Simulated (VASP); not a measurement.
# Li (R-3m) in VASP: band structure with PBEsol+D3(BJ)

Aim: the band structure of Li with PBEsol+D3(BJ).

Program: VASP 6.6.1. These are calculated values, not measurements. Logs are shortened: lines on timing, memory, paths and dates and some standing lists are left out, and cuts for length are marked.

**1. The undisturbed crystal**

The structure is trigonal, space group R-3m (No. 166). The conventional cell has a = 3.101 Å, b = 3.101 Å, c = 22.765 Å, α = 90.00°, β = 90.00°, γ = 120.00°. Around Li (site symmetry 3m) lie 12 Li at 3.09 to 3.10 Å. Around Li (site symmetry -3m) lie 12 Li at 3.10 Å.

This isn't the form of Li at room conditions, which is bcc.

**2. Band structure, PBEsol+D3(BJ) (volume scaled by 0.96)**

Input file POSCAR:

```
Li
1.0
    1.5295447285      0.8830830608      7.4857428335
   -1.5295447285      0.8830830608      7.4857428335
    0.0000000000     -1.7661661215      7.4857428335
Li
3
Direct
    0.7780000000      0.7780000000      0.7780000000
    0.2220000000      0.2220000000      0.2220000000
    0.0000000000      0.0000000000      0.0000000000
```

Input file INCAR.step1:

```
SYSTEM = Li
ALGO = Normal
EDIFF = 1E-6
ENCUT = 520
GGA = PS
ISIF = 2
ISMEAR = 1
IVDW = 12
LASPH = .True.
LCHARG = .True.
LREAL = .False.
LWAVE = .False.
NBANDS = 12
NELM = 80
PREC = Accurate
SIGMA = 0.2
```

Input file KPOINTS.step1:

```
k-points
0
Gamma
  10 10 10
  0 0 0
```

Input file INCAR.step2:

```
SYSTEM = Li
ALGO = Normal
EDIFF = 1E-6
ENCUT = 520
GGA = PS
ICHARG = 11
ISIF = 2
ISMEAR = 0
IVDW = 12
LASPH = .True.
LCHARG = .False.
LREAL = .False.
LWAVE = .False.
NBANDS = 12
NELM = 80
PREC = Accurate
SIGMA = 0.05
```

Input file KPOINTS.step2:

```
path GLB1,BZGX,QFP1Z,LP
15
line-mode
reciprocal
 0.0000000000  0.0000000000  0.0000000000  G
 0.5000000000  0.0000000000  0.0000000000  L

 0.5000000000  0.0000000000  0.0000000000  L
 0.5000000000  0.1759444034 -0.1759444034  B1

 0.8240555966  0.5000000000  0.1759444034  B
 0.5000000000  0.5000000000  0.5000000000  Z

 0.5000000000  0.5000000000  0.5000000000  Z
 0.0000000000  0.0000000000  0.0000000000  G

 0.0000000000  0.0000000000  0.0000000000  G
 0.3379722017  0.0000000000 -0.3379722017  X

 0.6620277983  0.3379722017  0.0000000000  Q
 0.5000000000  0.5000000000  0.0000000000  F

 0.5000000000  0.5000000000  0.0000000000  F
 0.6620277983  0.6620277983  0.1759444034  P1

 0.6620277983  0.6620277983  0.1759444034  P1
 0.5000000000  0.5000000000  0.5000000000  Z

 0.5000000000  0.0000000000  0.0000000000  L
 0.8240555966  0.3379722017  0.3379722017  P
```

Potentials or basis: VASP PAW PBE potentials, release 64 (Li_sv).

Run with:

```
cat potpaw_PBE.64/Li_sv/POTCAR > POTCAR
cp INCAR.step1 INCAR
cp KPOINTS.step1 KPOINTS
mpirun -np 1 vasp_std > vasp.out
cp INCAR.step2 INCAR
cp KPOINTS.step2 KPOINTS
mpirun -np 1 vasp_std > vasp.out
```

OUTCAR:

```text
SYSTEM = Li
   EDIFF = 1E-6
   ENCUT = 520
   GGA = PS
   ICHARG = 11
   ISIF = 2
   ISMEAR = 0
   IVDW = 12
   LASPH = .True.
   LREAL = .False.
   NELM = 80
   PREC = Accurate
 IVDW          = 12

 ion  position               nearest neighbor table
   1  0.778  0.778  0.778-
   2  0.222  0.222  0.222-
   3  0.000  0.000  0.000-

  LATTYP: Found a trigonal (rhomboedric) cell.
 ALAT       =     7.6912735316
 COS(alpha) =     0.9209033946

  Lattice vectors:

 A1 = (   1.5295447285,   0.8830830608,   7.4857428335)
 A2 = (  -1.5295447285,   0.8830830608,   7.4857428335)
 A3 = (   0.0000000000,  -1.7661661215,   7.4857428335)

Analysis of symmetry for initial positions (statically):
=====================================================================
 Subroutine PRICEL returns:
 Original cell was already a primitive cell.

 Routine SETGRP: Setting up the symmetry group for a
 trigonal (rhombohedral) supercell.

 Subroutine GETGRP returns: Found 12 space group operations
 (whereof 12 operations were pure point group operations)
 out of a pool of 12 trial point group operations.

The static configuration has the point symmetry D_3d.

Analysis of symmetry for dynamics (positions and initial velocities):
=====================================================================
 Subroutine PRICEL returns:
 Original cell was already a primitive cell.

 Routine SETGRP: Setting up the symmetry group for a
 trigonal (rhombohedral) supercell.

 Subroutine GETGRP returns: Found 12 space group operations
 (whereof 12 operations were pure point group operations)
 out of a pool of 12 trial point group operations.

The dynamic configuration has the point symmetry D_3d.

 Subroutine INISYM returns: Found 12 space group operations
 (whereof 12 operations are pure point group operations),
 and found     1 'primitive' translations

----------------------------------------------------------------------------------------

                                     Primitive cell

  volume of cell :      60.6666

  direct lattice vectors                    reciprocal lattice vectors
     1.529544728  0.883083061  7.485742833     0.326894657  0.188732718  0.044529092
    -1.529544728  0.883083061  7.485742833    -0.326894657  0.188732718  0.044529092
     0.000000000 -1.766166121  7.485742833     0.000000000 -0.377465437  0.044529092

  length of vectors
     7.691273532  7.691273532  7.691273532     0.380082881  0.380082881  0.380082881

  position of ions in fractional coordinates (direct lattice)
     0.778000000  0.778000000  0.778000000
     0.222000000  0.222000000  0.222000000
     0.000000000  0.000000000  0.000000000

  ion indices of the primitive-cell ions
   primitive index   ion index
                 1           1
                 2           2
                 3           3

----------------------------------------------------------------------------------------

 KPOINTS: path GLB1,BZGX,QFP1Z,LP

Interpolating k-points between supplied coordinates.

 Line segments in fractional coordinates (reciprocal lattice):
    0.000000  0.000000  0.000000  ...  0.500000  0.000000  0.000000
    0.500000  0.000000  0.000000  ...  0.500000  0.175944 -0.175944
    0.824056  0.500000  0.175944  ...  0.500000  0.500000  0.500000
    0.500000  0.500000  0.500000  ...  0.000000  0.000000  0.000000
    0.000000  0.000000  0.000000  ...  0.337972  0.000000 -0.337972
    0.662028  0.337972  0.000000  ...  0.500000  0.500000  0.000000
    0.500000  0.500000  0.000000  ...  0.662028  0.662028  0.175944
    0.662028  0.662028  0.175944  ...  0.500000  0.500000  0.500000
    0.500000  0.000000  0.000000  ...  0.824056  0.337972  0.337972

 Generated    15 points on each line segment, for a total of    135 k-points:

 Following reciprocal coordinates:
            Coordinates               Weight
  0.000000  0.000000  0.000000      0.007407
  0.035714  0.000000  0.000000      0.007407
  0.071429  0.000000  0.000000      0.007407
  0.107143  0.000000  0.000000      0.007407
  0.142857  0.000000  0.000000      0.007407
  0.178571  0.000000  0.000000      0.007407
[... 16 lines left out ...]
  0.500000  0.087972 -0.087972      0.007407
  0.500000  0.100540 -0.100540      0.007407
 [... further k-points ...]
   k-points           NKPTS =    135   k-points in BZ     NKDIM =    135   number of bands    NBANDS=     12
   number of dos      NEDOS =    301   number of ions     NIONS =      3
   total plane-waves  NPLWV = 216000
   dimension x,y,z NGX =    60 NGY =   60 NGZ =   60
   dimension x,y,z NGXF=   120 NGYF=  120 NGZF=  120
   ions per type =               3
   NGX,Y,Z   is equivalent  to a cutoff of  12.97, 12.97, 12.97 a.u.
   NGXF,Y,Z  is equivalent  to a cutoff of  25.94, 25.94, 25.94 a.u.
 SYSTEM =  Li
   PREC   = accura    normal or accurate (medium, high low for compatibility)
   ISTART =      0    job   : 0-new  1-cont  2-samecut
   ICHARG =     11    charge: 1-file 2-atom 10-const
   ISPIN  =      1    spin polarized calculation?
   LNONCOLLINEAR =      F non collinear calculations
   LSORBIT =      F    spin-orbit coupling
   LASPH  =      T    aspherical Exc in radial PAW
   ENCUT  =  520.0 eV  38.22 Ry    6.18 a.u.  14.30 14.30 14.30*2*pi/ulx,y,z
   NELM   =     80;   NELMIN=  2; NELMDL=  0     # of ELM steps
   EDIFF  = 0.1E-05   stopping-criterion for ELM
   LREAL  =      F    real-space projection
   EDIFFG = 0.1E-04   stopping-criterion for IOM
   NSW    =      0    number of steps for IOM
   IBRION =     -1    ionic relax: 0-MD 1-quasi-New 2-CG
   NFREE  =      0    steps in history (QN), initial steepest desc. (CG)
   ISIF   =      2    stress and relaxation
   ISYM   =      2    0-nonsym 1-usesym 2-fastsym
   POTIM  = 0.5000    time-step for ionic-motion
   TEBEG  =    0.0;   TEEND  =   0.0 temperature during run
   PSTRESS=    0.0 pullay stress
   NELECT =       9.0000    total number of electrons
   NUPDOWN=      -1.0000    fix difference up-down
   EMIN   =  10.00;   EMAX   =-10.00  energy-range for DOS
   EFERMI =   0.00;   METHOD = LEGACY
   ISMEAR =     0;   SIGMA  =   0.05  broadening in eV -4-tet -1-fermi 0-gaus
   EFERMI_NEDOS =   21; number of points for ismear=-14 and -15
   IALGO  =     38    algorithm
   IMIX   =      4    mixing-type and parameters
     AMIX     =   0.40;   BMIX     =  1.00
     AMIX_MAG =   1.60;   BMIX_MAG =  1.00
  volume/ion in A,a.u.               =      20.22       136.47
  Fermi-wavevector in a.u.,A,eV,Ry     =   0.866641  1.637713 10.218873  0.751066
  Thomas-Fermi vector in A             =   1.985059
   LORBIT       =      0    0 simple, 1 ext, 2 COOP (PROOUT), +10 PAW based schemes
   GGA     = PS    functional components
   LHFCALC =     F    Hartree Fock is set to
   AEXX    =    0.0000 exact exchange contribution
   IVDW    =    12    specifies the selected vdW correction
   LEPSILON=     F    determine dielectric tensor
   LRPA    =     F    only Hartree local field effects (RPA)
 non-spin polarized calculation
 Gauss-broadening in eV      SIGMA  =   0.05
  energy-cutoff  :      520.00
  volume of cell :       60.67
 maximum number of plane-waves:      1659
 NGX is ok and might be reduce to    60

 number of electron       9.0000009 magnetization

 Free energy of the ion-electron system (eV)
  ---------------------------------------------------
  ext. energy  EPLUGINS =         0.00000000
  ---------------------------------------------------
  free energy    TOTEN  =        -6.14244142 eV

  energy without entropy =       -6.13938398  energy(sigma->0) =       -6.14091270

 E-fermi :   0.8618     XC(G=0):  -7.0234

 val. band max:        0.8600164147   @ k =   0.5231   0.5231   0.0251
 cond. band min:       0.8632530751   @ k =   0.5116   0.5116   0.0126
 fundamental gap:      0.0032366603
 Fermi energy:         0.8617781901

 k-point     1 :       0.0000    0.0000    0.0000
  band No.  band energies     occupation
      1     -45.2770      2.00000
      2     -45.2622      2.00000
      3     -45.2568      2.00000
      4      -2.9248      2.00000
      5      -0.9644      2.00000
      6      -0.9640      2.00000
      7       6.3381      0.00000
      8       6.3646      0.00000
      9      13.4727      0.00000
     10      13.4727      0.00000
     11      13.6153      0.00000
     12      13.6153      0.00000

 k-point     2 :       0.0357    0.0000    0.0000
  band No.  band energies     occupation
      1     -45.2768      2.00000
      2     -45.2620      2.00000
      3     -45.2566      2.00000
      4      -2.9042      2.00000
      5      -0.9870      2.00000
      6      -0.8972      2.00000
      7       6.2618      0.00000
      8       6.4654      0.00000
      9      13.1444      0.00000
     10      13.2394      0.00000
     11      13.5554      0.00000
     12      13.5579      0.00000

 k-point     3 :       0.0714    0.0000    0.0000
  band No.  band energies     occupation
      1     -45.2761      2.00000
      2     -45.2617      2.00000
      3     -45.2561      2.00000
      4      -2.8426      2.00000
      5      -0.9666      2.00000
      6      -0.7861      2.00000
      7       6.1958      0.00000
      8       6.6023      0.00000
      9      12.4626      0.00000
     10      12.8186      0.00000
     11      13.1722      0.00000
     12      13.2713      0.00000

 k-point     4 :       0.1071    0.0000    0.0000
  band No.  band energies     occupation
      1     -45.2752      2.00000
      2     -45.2610      2.00000
      3     -45.2554      2.00000
      4      -2.7399      2.00000
      5      -0.9032      2.00000
      6      -0.6308      2.00000
      7       6.1486      0.00000
      8       6.7627      0.00000
      9      11.6131      0.00000
     10      12.3594      0.00000
     11      12.4965      0.00000
     12      12.8597      0.00000

 k-point     5 :       0.1429    0.0000    0.0000
  band No.  band energies     occupation
      1     -45.2739      2.00000
      2     -45.2602      2.00000
      3     -45.2546      2.00000
      4      -2.5960      2.00000
      5      -0.7977      2.00000
      6      -0.4315      2.00000
      7       6.1135      0.00000
      8       6.9418      0.00000
      9      10.7088      0.00000
     10      11.6699      0.00000
     11      11.9076      0.00000
     12      12.4072      0.00000
[... 228 lines left out ...]
      1     -45.2598      2.00000
      2     -45.2495      2.00000
      3     -45.2470      2.00000
      4       0.8060      1.88516
      5       1.6732      0.00000
      6       1.9148      0.00000
      7       4.3534      0.00000
      8       4.6208      0.00000
      9       5.0857      0.00000
     10       7.7808      0.00000
     11       7.9513      0.00000
     12       9.3775      0.00000

 k-point    22 :       0.5000    0.0754   -0.0754
  band No.  band energies     occupation
      1     -45.2596      2.00000
      2     -45.2492      2.00000
      3     -45.2470      2.00000
      4       0.9113      0.16150
      5       1.7642      0.00000
      6       2.0182      0.00000
      7       4.3083      0.00000
      8       4.6690      0.00000
      9       5.0198      0.00000
     10       7.4546      0.00000
     11       7.5996      0.00000
     12       9.3814      0.00000

 k-point    23 :       0.5000    0.0880   -0.0880
  band No.  band energies     occupation
      1     -45.2594      2.00000
      2     -45.2490      2.00000
      3     -45.2469      2.00000
      4       1.0351      0.00000
      5       1.8707      0.00000
      6       2.1390      0.00000
      7       4.2295      0.00000
      8       4.7248      0.00000
      9       4.9024      0.00000
     10       7.2003      0.00000
     11       7.2933      0.00000
     12       9.3877      0.00000

 k-point    24 :       0.5000    0.1005   -0.1005
  band No.  band energies     occupation
      1     -45.2591      2.00000
      2     -45.2487      2.00000
      3     -45.2469      2.00000
      4       1.1772      0.00000
      5       1.9919      0.00000
      6       2.2759      0.00000
      7       4.1050      0.00000
      8       4.7227      0.00000
      9       4.7879      0.00000
     10       7.0326      0.00000
     11       7.0513      0.00000
     12       9.3923      0.00000

 [... further k-points ...]

------------------------ aborting loop because EDIFF is reached ----------------------------------------

 Edisp (eV)   -0.44812

 E8    (eV) :    -0.2868

  FORCE on cell =-STRESS in cart. coord.  units (eV):
  Direction    XX          YY          ZZ          XY          YZ          ZX
  --------------------------------------------------------------------------------------
  -------------------------------------------------------------------------------------
  Total      -1.95068    -1.95068     0.63649     0.00000     0.00000     0.00000
  in kB     -51.51648   -51.51648    16.80942     0.00000     0.00000     0.00000
  external pressure =      -28.74 kB  Pullay stress =        0.00 kB

 VOLUME and BASIS-vectors are now :
 -----------------------------------------------------------------------------
  energy-cutoff  :      520.00
  volume of cell :       60.67
      direct lattice vectors                 reciprocal lattice vectors
     1.529544728  0.883083061  7.485742833     0.326894657  0.188732718  0.044529092
    -1.529544728  0.883083061  7.485742833    -0.326894657  0.188732718  0.044529092
     0.000000000 -1.766166121  7.485742833     0.000000000 -0.377465437  0.044529092

 POSITION                                       TOTAL-FORCE (eV/Angst)
 -----------------------------------------------------------------------------------
      0.00000      0.00000     17.47172         0.000000      0.000000      0.055385
      0.00000      0.00000      4.98550         0.000000     -0.000000     -0.055385
      0.00000      0.00000      0.00000         0.000000     -0.000000     -0.000000
 -----------------------------------------------------------------------------------
    total drift:                               -0.000000     -0.000000      0.000000

  FREE ENERGIE OF THE ION-ELECTRON SYSTEM (eV)
  ---------------------------------------------------
  free  energy   TOTEN  =        -6.5905611769 eV

  energy  without entropy=       -6.5875037440  energy(sigma->0) =       -6.58903246
```

Wall time 6.4 min (1 thread of AMD EPYC 9R45 (Zen 5), shared host); peak memory 0.43 GiB.

What came out:

- Band gap along the path: none (metal or under the smearing width)
- Dispersion energy per atom: -0.149 eV

Levels at the corners of the path, in eV from the Fermi level:
```
point  band 2  band 3  band 4  band 5  band 6  band 7
    Γ  -45.85  -45.85   -3.52   -1.56   -1.55    5.75
    L  -45.84  -45.84   -0.03    0.87    1.09    3.80
    L  -45.84  -45.84   -0.03    0.87    1.09    3.80
   B1  -45.84  -45.84    1.54    1.86    2.20    2.38
    B  -45.84  -45.84    1.54    1.86    2.20    2.38
    Z  -45.86  -45.84   -3.02   -3.02    0.03    2.99
    Z  -45.86  -45.84   -3.02   -3.02    0.03    2.99
    Γ  -45.85  -45.85   -3.52   -1.56   -1.55    5.75
    Γ  -45.85  -45.85   -3.52   -1.56   -1.55    5.75
    X  -45.84  -45.84    1.53    2.00    2.20    2.30
    Q  -45.84  -45.84    1.53    2.00    2.20    2.30
    F  -45.84  -45.84    0.27    0.36    1.22    3.29
    F  -45.84  -45.84    0.27    0.36    1.22    3.29
   P1  -45.84  -45.84    0.15    0.45    1.22    3.49
   P1  -45.84  -45.84    0.15    0.45    1.22    3.49
    Z  -45.86  -45.84   -3.02   -3.02    0.03    2.99
    L  -45.84  -45.84   -0.03    0.87    1.09    3.80
    P  -45.84  -45.84    0.15    0.45    1.22    3.49
```

Caveat: the cutoff is under 1.25 times the usual one of these potentials, so pressure, stress and relaxed cells hold a basis-set (Pulay) error; the log is that of the step along the path at fixed density, whose energy, stress, charges and moments have no meaning; the PAW data sets were made with another functional, which shifts forces and pressure a little; pairwise dispersion overbinds metals, which lowers pressure and volume.

**3. The reference run**

An earlier run on the cell as given: functional PBE; potentials or basis VASP PAW PBE potentials, release 64 (Li_sv); cutoff 520 eV; k mesh 10 × 10 × 10; occupations fermi-dirac, width 0.05 eV; no spin polarisation.

* Largest force: 0.009 eV/Å
* Band gap on the k mesh: none (metal or under the smearing width)
